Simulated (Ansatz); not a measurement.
# PbSe (Clausthalite) (Fm-3m) in Ansatz: further runs, part 2 of 2

Ansatz 0.2.0. The steps go on from the part before.

**3. Phonons, PBEsol**

The input, input.yaml:

```yaml
crystal:
  lattice:
    - [0.0, 3.06065, 3.06065]
    - [3.06065, 0.0, 3.06065]
    - [3.06065, 3.06065, 0.0]
  atoms:
    - { symbol: Pb, position: [0.0, 0.0, 0.0] }
    - { symbol: Se, position: [0.5, 0.5, 0.5] }
kpoints:
  mp_grid: { grid: [6, 6, 6] }
scf:
  occupations: { method: fermi_dirac, width: 0.05 }
hamiltonian:
  xc: pbesol
  pseudopotentials: { kind: all_electron, lapw: { basis_error: 0.001 } }
output: {}
phonons:
  method: fd
  supercell: [1, 1, 1]
```

Potentials or basis: all-electron LAPW, scalar-relativistic.

Command:

```
ansatz run input.yaml --threads 1 --pin off --max-ram 3072MiB --backend cpu --events-out ev --progress --plain --runs-dir out
```

The log of the run:

```text
Warning: RAYON_NUM_THREADS=1 ignored (pool sized by the plan → 1); use --threads N
LAPW: plane waves up to 7.311 Å⁻¹, error target 1.0e-3 eV per atom; small_component_spin mean_spin; Se in spheres of 1.400 Å, 24 of its electrons in bands, Dirac shells []; Pb in spheres of 1.569 Å, 36 of its electrons in bands, Dirac shells [] (how accurate: hamiltonian.pseudopotentials.lapw.basis_error, Limitations)
Engine: ansatz 0.2.0, aarch64-unknown-linux-gnu
Pseudopotentials: kind: all_electron
Pseudopotential: Pb, LAPW, valence charge 36, lapw/all_electron/scalar/gaussian/Pb, Koelling and Harmon's equation, gaussian nucleus
Pseudopotential: Se, LAPW, valence charge 24, lapw/all_electron/scalar/gaussian/Se, Koelling and Harmon's equation, gaussian nucleus
Functional definition: PBEsol
  exchange = pbesol_x
  correlation = pbesol_c
Crystal: 2 atoms, lattice volume = 57.342 Å³
Basis set: ecut = 203.64920429527535 eV, 339 PW (Γ), exchange–correlation at level 2
Bands: 36, of which v1, the nominal top of the filled ones, is band 30 counted from 1 (29 counted from 0)
Symmetry: 48 space group operations
k-points: 16 of 216
Non-local potential: Pb, projectors of the file, none
Non-local potential: Se, projectors of the file, none
Initial density: superposition of atomic densities (chi_scale 0.1, normalization cell, long waves kept (reshape's long-wave potential 0.00 eV rms))
Initial wavefunctions: plane waves of lowest kinetic energy (no species holds an atomic orbital)
Functional: x = pbesol(κ = 0.804, μ = 0.12345679012345678), c = pbesol(β = 0.046)
iter 1 solved again at ethr=1.30e-3 eV; its pass at ethr=1.00e-1 eV (dr2=7.79e-1 eV) is discarded
SCF iter   1: F=—  HF=-633997.301667 eV  |F-HF|=—  |Δ(HF+E_count)|=         —  Δρ=2.36e-2  dr2=7.79e-1  ethr=1.30e-3  ⟨swp⟩=2.0  Hψ=3539  notcnv=0
preconditioner: auto → none  [insulator: Δε(μ)=0.495 eV  Ē_g=16.801 eV  σ=0.050 eV  W_gap=0.99  n_scr=14 (ndim 8)  ℏωp=21.9 eV  f_vac=0.120  D(μ)=0.01/eV (n_scr^D=0)  ε∞_Penn≈2.7]
iter 2 solved again at ethr=3.95e-5 eV; its pass at ethr=1.30e-3 eV (dr2=2.37e-2 eV) is discarded
SCF iter   2: F=—  HF=-633997.073709 eV  |F-HF|=—  |Δ(HF+E_count)|=   2.28e-1  Δρ=5.91e-3  dr2=2.38e-2  ethr=3.95e-5  ⟨swp⟩=2.0  Hψ=3000  notcnv=0
SCF iter   3: F=—  HF=-633997.040252 eV  |F-HF|=—  |Δ(HF+E_count)|=   3.35e-2  Δρ=3.19e-3  dr2=9.75e-3  ethr=3.95e-5  ⟨swp⟩=2.3  Hψ=1810  notcnv=0
SCF iter   4: F=—  HF=-633997.040115 eV  |F-HF|=—  |Δ(HF+E_count)|=   1.37e-4  Δρ=7.68e-4  dr2=3.93e-4  ethr=1.62e-5  ⟨swp⟩=2.0  Hψ=1710  notcnv=0
SCF iter   5: F=—  HF=-633997.040136 eV  |F-HF|=—  |Δ(HF+E_count)|=   2.06e-5  Δρ=9.79e-5  dr2=4.76e-6  ethr=6.55e-7  ⟨swp⟩=2.0  Hψ=1710  notcnv=0
SCF iter   6: F=—  HF=-633997.040139 eV  |F-HF|=—  |Δ(HF+E_count)|=   3.61e-6  Δρ=1.78e-5  dr2=3.75e-7  ethr=7.94e-9  ⟨swp⟩=2.8  Hψ=1751  notcnv=0
SCF iter   7: F=—  HF=-633997.040139 eV  |F-HF|=—  |Δ(HF+E_count)|=   1.55e-7  Δρ=5.95e-6  dr2=4.29e-8  ethr=6.25e-10  ⟨swp⟩=2.0  Hψ=1710  notcnv=0
SCF iter   8: F=-633997.040139 eV  HF=-633997.040139 eV  |F-HF|=5.82e-10  |Δ(HF+E_count)|=   6.40e-9  Δρ=1.20e-6  dr2=4.74e-10  ethr=7.15e-11  ⟨swp⟩=2.1  Hψ=1711  notcnv=0
SCF 1 converged in 8 iterations: F = -633997.040139 eV  dr2 = 4.74e-10
Symmetry: 8 space group operations
k-points: 30 of 216 (time reversal used)
Initial density: handed on by an earlier stage of this run
Initial wavefunctions: plane waves of lowest kinetic energy (no species holds an atomic orbital; no wavefunctions were taken with the density)
iter 1 solved again at ethr=3.80e-8 eV; its pass at ethr=1.00e-1 eV (dr2=2.28e-5 eV) is discarded
SCF iter   1: F=—  HF=-633997.040142 eV  |F-HF|=—  |Δ(HF+E_count)|=         —  Δρ=1.76e-4  dr2=2.14e-5  ethr=3.80e-8  ⟨swp⟩=5.7  Hψ=8973  notcnv=0
preconditioner: auto → none  [insulator: Δε(μ)=0.202 eV  Ē_g=17.048 eV  σ=0.050 eV  W_gap=0.77  n_scr=14 (ndim 8)  ℏωp=21.9 eV  f_vac=0.155  D(μ)=0.15/eV (n_scr^D=0)  ε∞_Penn≈2.7]
iter 2 solved again at ethr=3.43e-9 eV; its pass at ethr=3.56e-8 eV (dr2=2.06e-6 eV) is discarded
SCF iter   2: F=—  HF=-633997.040137 eV  |F-HF|=—  |Δ(HF+E_count)|=   5.12e-6  Δρ=6.73e-5  dr2=2.06e-6  ethr=3.43e-9  ⟨swp⟩=2.0  Hψ=5429  notcnv=0
SCF iter   3: F=—  HF=-633997.040138 eV  |F-HF|=—  |Δ(HF+E_count)|=   7.71e-7  Δρ=2.07e-5  dr2=1.82e-7  ethr=3.43e-9  ⟨swp⟩=2.0  Hψ=3208  notcnv=0
SCF iter   4: F=—  HF=-633997.040138 eV  |F-HF|=—  |Δ(HF+E_count)|=   1.28e-7  Δρ=3.17e-6  dr2=1.08e-8  ethr=3.03e-10  ⟨swp⟩=2.4  Hψ=3219  notcnv=0
SCF iter   5: F=-633997.040138 eV  HF=-633997.040138 eV  |F-HF|=6.98e-10  |Δ(HF+E_count)|=   4.77e-9  Δρ=7.42e-7  dr2=2.79e-10  ethr=1.80e-11  ⟨swp⟩=2.0  Hψ=3208  notcnv=0
SCF 2 converged in 5 iterations: F = -633997.040138 eV  dr2 = 2.79e-10
iter 1 solved again at ethr=1.44e-7 eV; its pass at ethr=1.00e-1 eV (dr2=8.66e-5 eV) is discarded
SCF iter   1: F=—  HF=-633997.040165 eV  |F-HF|=—  |Δ(HF+E_count)|=         —  Δρ=2.69e-4  dr2=8.51e-5  ethr=1.44e-7  ⟨swp⟩=5.1  Hψ=8619  notcnv=0
preconditioner: auto → none  [insulator: Δε(μ)=0.202 eV  Ē_g=17.048 eV  σ=0.050 eV  W_gap=0.77  n_scr=14 (ndim 8)  ℏωp=21.9 eV  f_vac=0.157  D(μ)=0.15/eV (n_scr^D=0)  ε∞_Penn≈2.7]
iter 2 solved again at ethr=6.15e-9 eV; its pass at ethr=1.42e-7 eV (dr2=3.69e-6 eV) is discarded
SCF iter   2: F=—  HF=-633997.040138 eV  |F-HF|=—  |Δ(HF+E_count)|=   2.73e-5  Δρ=8.79e-5  dr2=3.69e-6  ethr=6.15e-9  ⟨swp⟩=2.0  Hψ=5429  notcnv=0
SCF iter   3: F=—  HF=-633997.040138 eV  |F-HF|=—  |Δ(HF+E_count)|=   1.00e-7  Δρ=3.38e-5  dr2=6.46e-7  ethr=6.14e-9  ⟨swp⟩=2.0  Hψ=3208  notcnv=0
SCF iter   4: F=—  HF=-633997.040138 eV  |F-HF|=—  |Δ(HF+E_count)|=   1.08e-7  Δρ=7.49e-6  dr2=3.45e-8  ethr=1.08e-9  ⟨swp⟩=2.0  Hψ=3208  notcnv=0
SCF iter   5: F=—  HF=-633997.040138 eV  |F-HF|=—  |Δ(HF+E_count)|=   8.15e-9  Δρ=1.13e-6  dr2=5.38e-10  ethr=5.75e-11  ⟨swp⟩=2.0  Hψ=3208  notcnv=0
SCF iter   6: F=-633997.040138 eV  HF=-633997.040138 eV  |F-HF|=1.16e-9  |Δ(HF+E_count)|=  4.66e-10  Δρ=5.20e-7  dr2=3.39e-10  ethr=4.73e-12 (applied; sched 1.00e-12)  ⟨swp⟩=2.1  Hψ=3212  notcnv=0
SCF 3 converged in 6 iterations: F = -633997.040138 eV  dr2 = 3.39e-10
WARN: the harmonic batch's force constants are those of 0.01 Å and are not confirmed by those of another step (scf.occupations.method, Limitations): at a shorter step the SCFs' stop would leave too much of the work: a tighter phonons.dr2_threshold lets one be taken
SCF converged after 8 iterations
Free energy (F): -633997.040139 eV
Harris-Foulkes:  -633997.040139 eV  (|F-HF|=5.82e-10)
Internal energy: -633997.038782 eV  (E = F + TS)
E sigma→0 (E₀):  -633997.039461 eV
Entropy (-TS):   -0.001357 eV (-0.679 meV/atom)
Fermi energy:    11.699224 eV
--- Per-component energies (eV) ---
  E_band       = -3861.070330
  E_kinetic    = 722373.312933
  E_xc         = -12777.457462
  E_electrostatic = -1343592.894253  (all electrons and nuclei)
  E_smearing   = -0.001357  (= −TS)
  E_closure    = 0.000000  (closes the sum)
  E_atoms      = -633988.145556  (free atoms, spherical and without spin; not in F)
  Σ components = -633997.040139   (vs F -633997.040139, Δ=0.00e0)
  Basis errors (estimates in eV, not in F): energy 3.5e-4 per atom: plane waves 3.4e-4 (1.9e-4 summed), levels above the bands 9.7e-71, relativity 8.8e-9, radial functions 1.4e-5, core shells 4.1e-8; eigenvalues (radial functions only) 2.1e-6; not estimated: angular momenta, meshes, grids; target (lapw.basis_error) 1.0e-3; muffin-tin radii Se 1.400 Å, Pb 1.569 Å
--- Forces (eV/Å), atoms counted from 1 ---
  atom   1  Pb     0.00000000     0.00000000    -0.00000000
  atom   2  Se     0.00000000    -0.00000000    -0.00000000
  max |Σ_I F_I| component: 1.45e-30 eV/Å
--- Band table (eV; the first three rows and the last of 16) ---
  k-point 0: bands = ["-195.5851", "-135.2494", "-135.2494", "-135.2494", "-127.8649", "-116.9148", "-116.9124", "-116.9124", "-116.9124", "-116.9104", "-116.9104", "-116.9104", "-69.6553", "-69.6553", "-69.6553", "-35.6828", "-35.6828", "-35.6805", "-35.6805", "-35.6805", "-5.1662", "-5.1662", "-5.1662", "-5.1657", "-5.1657", "-2.0154", "5.2737", "9.7219", "9.7219", "9.7219", "16.2777", "16.2777", "16.2777", "18.0518", "18.0518", "18.0518"]
  k-point 1: bands = ["-195.5851", "-135.2494", "-135.2494", "-135.2494", "-127.8649", "-116.9148", "-116.9124", "-116.9124", "-116.9124", "-116.9104", "-116.9104", "-116.9104", "-69.6553", "-69.6553", "-69.6553", "-35.6828", "-35.6828", "-35.6805", "-35.6805", "-35.6805", "-5.1720", "-5.1720", "-5.1653", "-5.1578", "-5.1578", "-1.8075", "4.6185", "9.7946", "9.7946", "10.1666", "14.6717", "15.2231", "15.2231", "17.8120", "18.6345", "18.6345"]
  k-point 2: bands = ["-195.5851", "-135.2494", "-135.2494", "-135.2494", "-127.8649", "-116.9148", "-116.9124", "-116.9124", "-116.9124", "-116.9104", "-116.9104", "-116.9104", "-69.6553", "-69.6553", "-69.6553", "-35.6828", "-35.6828", "-35.6805", "-35.6805", "-35.6805", "-5.1845", "-5.1845", "-5.1639", "-5.1409", "-5.1409", "-1.2916", "3.4116", "9.9922", "9.9922", "10.9072", "12.8777", "13.8390", "13.8390", "18.5669", "20.0981", "20.0981"]
  k-point 15: bands = ["-195.5851", "-135.2494", "-135.2494", "-135.2494", "-127.8649", "-116.9148", "-116.9124", "-116.9124", "-116.9124", "-116.9104", "-116.9104", "-116.9104", "-69.6553", "-69.6553", "-69.6553", "-35.6829", "-35.6828", "-35.6805", "-35.6804", "-35.6804", "-5.2708", "-5.1695", "-5.1599", "-5.1373", "-5.1205", "-0.5479", "3.7064", "6.9349", "7.7976", "9.9592", "14.5145", "15.8947", "17.0369", "18.1038", "20.7883", "23.2457"]
--- Phonons: 2 displaced members + reference (amplitude 0.01 Å, Σ member SCF iterations 11) ---
  symmetry images taken by strict's conditions (phonons.symmetry_images: auto; settled by no image being taken that strict refuses)
  ASR residual: 7.619e-4 → 0.000e0 eV/Å²; symmetrization residual: 2.644e-4 eV/Å²
  largest component of a force at the reference: 1.1e-30 eV/Å
  ASR residual per site (eV/Å²): 7.62e-4 1.02e-4
  Γ frequencies (cm⁻¹): 0.00 0.00 0.00 11.36 11.36 11.36
  density of states and harmonic sums: on the 17×17×17 q-mesh, interpolated from the force constants of a 1×1×1 supercell (no non-analytic term)
  largest difference from the sums on the solved wave vectors: F 1.30e0 eV, S 1.56e-3 and C_V 2.58e-4 eV/K
  zero-point energy: 0.002839 eV/cell   skipped modes (ω ≤ 0): 3   left out of the sums: 1.02e-4 of the cell's modes: C_V's classical limit lies that fraction below 3 k_B per atom; for a crystal, a wire or a layer, F and S can be off by more, and a phonons.interpolated_qmesh denser along its periods is the remedy for the sampling
```

phdos.tsv:

```text
# omega_inv_cm	omega_thz	g_bin_mean(omega)[modes/inv_cm]
# format = ansatz-phdos/2
# interpolated_qmesh = 17 17 17
# force_constants_supercell = 1 1 1
# published_state_doubts = phonon_step_not_borne_out
# lo_to_splitting: not included (the non-analytic LO-TO correction is not applied to the interpolated dynamical matrix; polar crystals: no LO-TO splitting at GAMMA, and LO and other optical branches, acoustic branches and sound speeds, and with them the density of states and the thermodynamics, can be off between the wave vectors that the force constants were sampled on, most near GAMMA; a larger extent of the force constants narrows that region and is not shown to mend the acoustic slopes)
# g_bin_mean(omega): the modes in a bin one row spacing wide, centred on omega, divided by that spacing. A flat band (one whose frequency is the same at every q-point) is counted whole in the row whose bin holds it (on the edge of two bins, in the lower row). The modes of the run's own cell are the sum of g_bin_mean times the row spacing in inv_cm (a plain sum, not the trapezoid rule); for a one-atom cell on a GAMMA-only q-mesh every row is zero, so that sum is 0, not 3
0.000000	0.000000	1.670255e-7
0.022727	0.000681	4.342663e-6
0.045453	0.001363	1.636850e-5
0.068180	0.002044	3.641156e-5
0.090906	0.002725	6.447184e-5
0.113633	0.003407	1.005493e-4
[... 493 lines left out ...]
11.340582	0.339982	5.368746e-2
11.363309	0.340663	2.064902e-3
```

phthermo.tsv:

```text
# format = ansatz-phthermo/1
# interpolated_qmesh = 17 17 17
# force_constants_supercell = 1 1 1
# published_state_doubts = phonon_step_not_borne_out
# non_analytic_term = not included (the non-analytic LO-TO correction is not applied to the interpolated dynamical matrix; polar crystals: no LO-TO splitting at GAMMA, and LO and other optical branches, acoustic branches and sound speeds, and with them the density of states and the thermodynamics, can be off between the wave vectors that the force constants were sampled on, most near GAMMA; a larger extent of the force constants narrows that region and is not shown to mend the acoustic slopes)
# zero_point_energy_ev = 2.8391738442e-3
# n_skipped_modes = 3
# share_of_modes_left_out = 1.0177081213e-4
# rigid_motions_known_by = geometry
# t_k	f_vib_ev	s_ev_per_k	c_v_ev_per_k
0.0000	2.8391738442e-3	0.0000000000e0	0.0000000000e0
10.0000	4.3960299567e-4	5.2897863430e-4	4.6415513939e-4
20.0000	-6.7118855353e-3	8.6687222169e-4	5.0290568633e-4
30.0000	-1.6475769463e-2	1.0725570127e-3	5.1065185996e-4
40.0000	-2.7972654240e-2	1.2198961311e-3	5.1340826574e-4
50.0000	-4.0766280117e-2	1.3346136463e-3	5.1469216300e-4
[... 93 lines left out ...]
990.0000	-2.3364332167e0	2.8770268038e-3	5.1698150078e-4
1000.0000	-2.3652295074e0	2.8822226421e-3	5.1698161770e-4
```

It took 33 s on 1 thread of Arm Neoverse V1, shared host; peak memory 0.31 GiB.

Results:

- Free energy: -633997.0401 eV
- Band gap on the k mesh: 0.20 eV, direct
- Highest phonon frequency at Γ, LO-TO splitting left out: 11 cm⁻¹

Levels at points of the mesh, in eV from the valence-band top:
```tsv
k point	band 26	band 27	band 28	band 29	band 30	band 31	band 32	band 33	band 34	band 35
(0.00, 0.00, 0.00)	-13.61	-6.33	-1.88	-1.88	-1.88	4.68	4.68	4.68	6.45	6.45
(0.00, 0.00, -0.50)	-12.54	-8.82	-1.47	-1.47	0.00	0.20	1.65	1.65	8.40	10.10
(0.00, -0.50, -0.50)	-12.17	-7.39	-5.02	-3.25	-3.25	3.58	5.58	5.58	6.00	11.33
```

Phonon frequencies in cm⁻¹ (negative: imaginary):
```csv
q point,frequencies
"(0.000, 0.000, 0.000)",0 0 0 11 11 11
```

Caveat: spin-orbit coupling is left out, which as a rule narrows the gap of such compounds by several tenths of an eV.

**4. Band structure, PBE**

The input, input.yaml:

```yaml
crystal:
  lattice:
    - [0.0, 3.06065, 3.06065]
    - [3.06065, 0.0, 3.06065]
    - [3.06065, 3.06065, 0.0]
  atoms:
    - { symbol: Pb, position: [0.0, 0.0, 0.0] }
    - { symbol: Se, position: [0.5, 0.5, 0.5] }
kpoints:
  mp_grid: { grid: [8, 8, 8] }
  band_path:
    path:
      - [0.0, 0.0, 0.0]
      - [0.5, 0.0, 0.5]
      - [0.5, 0.25, 0.75]
      - [0.375, 0.375, 0.75]
      - [0.0, 0.0, 0.0]
      - [0.5, 0.5, 0.5]
      - [0.625, 0.25, 0.625]
      - [0.5, 0.25, 0.75]
    npoints: 12
scf:
  occupations: { method: fermi_dirac, width: 0.05 }
hamiltonian:
  xc: pbe
  pseudopotentials: { kind: all_electron, lapw: { basis_error: 0.001 } }
output:
  forces: true
  stress: true
  eigenvalues: true
```

Potentials or basis: all-electron LAPW, scalar-relativistic.

Command:

```
ansatz run input.yaml --threads 1 --pin off --max-ram 3072MiB --backend cpu --events-out ev --progress --plain --runs-dir out
```

The log of the run:

```text
Warning: RAYON_NUM_THREADS=1 ignored (pool sized by the plan → 1); use --threads N
LAPW: plane waves up to 7.016 Å⁻¹, error target 1.0e-3 eV per atom; small_component_spin mean_spin; Se in spheres of 1.439 Å, 24 of its electrons in bands, Dirac shells []; Pb in spheres of 1.621 Å, 36 of its electrons in bands, Dirac shells [] (how accurate: hamiltonian.pseudopotentials.lapw.basis_error, Limitations)
Engine: ansatz 0.2.0, x86_64-unknown-linux-gnu
[... 59 lines left out ...]
  k-point 1: bands = ["-195.7878", "-135.2544", "-135.2544", "-135.2544", "-127.7338", "-116.7618", "-116.7594", "-116.7594", "-116.7594", "-116.7574", "-116.7574", "-116.7574", "-69.5786", "-69.5786", "-69.5786", "-35.4689", "-35.4689", "-35.4667", "-35.4667", "-35.4667", "-5.0884", "-5.0884", "-5.0869", "-5.0818", "-5.0818", "-1.7201", "5.0682", "9.9182", "9.9182", "10.1550", "15.4089", "15.7953", "15.7953", "18.0993", "18.6237", "18.6237"]
  k-point 2: bands = ["-195.7878", "-135.2544", "-135.2544", "-135.2544", "-127.7338", "-116.7618", "-116.7594", "-116.7594", "-116.7594", "-116.7574", "-116.7574", "-116.7574", "-69.5786", "-69.5786", "-69.5786", "-35.4689", "-35.4689", "-35.4667", "-35.4667", "-35.4667", "-5.0968", "-5.0968", "-5.0858", "-5.0704", "-5.0704", "-1.3959", "4.1970", "10.0380", "10.0380", "10.7127", "13.9220", "14.6724", "14.6724", "18.2914", "19.4895", "19.4895"]
  k-point 28: bands = ["-195.7878", "-135.2544", "-135.2544", "-135.2544", "-127.7338", "-116.7618", "-116.7594", "-116.7594", "-116.7594", "-116.7574", "-116.7574", "-116.7574", "-69.5786", "-69.5786", "-69.5786", "-35.4690", "-35.4689", "-35.4667", "-35.4667", "-35.4666", "-5.1754", "-5.0843", "-5.0751", "-5.0751", "-5.0428", "-0.3764", "3.7534", "7.5272", "7.5272", "10.9639", "13.6487", "16.7070", "16.7070", "19.4895", "19.4895", "23.5772"]
```

Wall time 6.2 s (1 thread of AMD EPYC 9R45 (Zen 5), shared host); peak memory 0.34 GiB.

What came out:

```
Free energy             : -634193.3736 eV
Pressure                : 2.4 GPa
Band gap on the k mesh  : 0.29 eV, direct
Band gap along the path : 0.29 eV, direct
```

Levels at the corners of the path, in eV from the valence-band top:
```csv
point,band 27,band 28,band 29,band 30,band 31,band 32,band 33,band 34
Γ,-6.30,-1.89,-1.89,-1.89,4.71,4.71,4.71,6.52
X,-7.38,-4.99,-3.24,-3.24,3.69,5.60,5.60,6.04
W,-8.01,-4.24,-4.24,-0.80,1.88,4.94,4.94,7.72
K,-8.03,-4.58,-2.74,-2.40,3.39,4.01,5.43,5.82
Γ,-6.30,-1.89,-1.89,-1.89,4.71,4.71,4.71,6.52
L,-8.80,-1.48,-1.48,0.00,0.29,1.69,1.69,8.54
U,-8.03,-4.58,-2.74,-2.40,3.39,4.01,5.43,5.82
W,-8.01,-4.24,-4.24,-0.80,1.88,4.94,4.94,7.72
```

Caveat: spin-orbit coupling is left out, which as a rule narrows the gap of such compounds by several tenths of an eV.

**5. Overview**

```csv
task,level,k mesh,cutoff (eV),gap on the mesh (eV)
phonons,PBE,6 × 6 × 6,204,0.29
phonons,PBEsol,6 × 6 × 6,204,0.20
band structure,PBE,8 × 8 × 8,188,0.29
```

Alike in all rows: potentials or basis all-electron LAPW, scalar-relativistic; no spin polarisation; cell as given; smearing fermi-dirac 0.05 eV; basis error allowed 0.001 eV/atom.

On the cell as given the gap runs from 0.20 eV (PBEsol) to 0.29 eV (PBE); the meshes differ, which moves gaps too.

Caveats: spin-orbit coupling is left out, which as a rule narrows the gap of such compounds by several tenths of an eV.

Compare energies only between runs with the same functional and basis.

**6. Comparison with measurements**

Step 2. Against the measured gap of PbSe, 0.15 eV (direct; 4.2 K; a printed reference work, monograph), the calculated 0.29 eV is off by +0.14 eV. 2 values of this kind are on record (0.15 to 0.28 eV); this one was drawn at random. Spin-orbit coupling on Pb, Se is left out. The value is that of PBE on a finite k mesh, which can miss the band edges, without temperature or zero-point motion.

Step 3. Against the measured gap of PbSe, 0.15 eV (direct; 4.2 K; a printed reference work, monograph), the calculated 0.20 eV is off by +0.05 eV. 2 values of this kind are on record (0.15 to 0.28 eV); this one was drawn at random. Spin-orbit coupling on Pb, Se is left out. The value is that of PBEsol on a finite k mesh, which can miss the band edges, without temperature or zero-point motion.

Step 4. Measured gap of PbSe: 0.28 eV (direct; 300 K; a printed reference work, monograph). This calculation gives 0.29 eV (+0.01 eV). 2 values of this kind are on record (0.15 to 0.28 eV); this one was drawn at random. Spin-orbit coupling on Pb, Se is left out. The value is that of PBE, without temperature or zero-point motion.
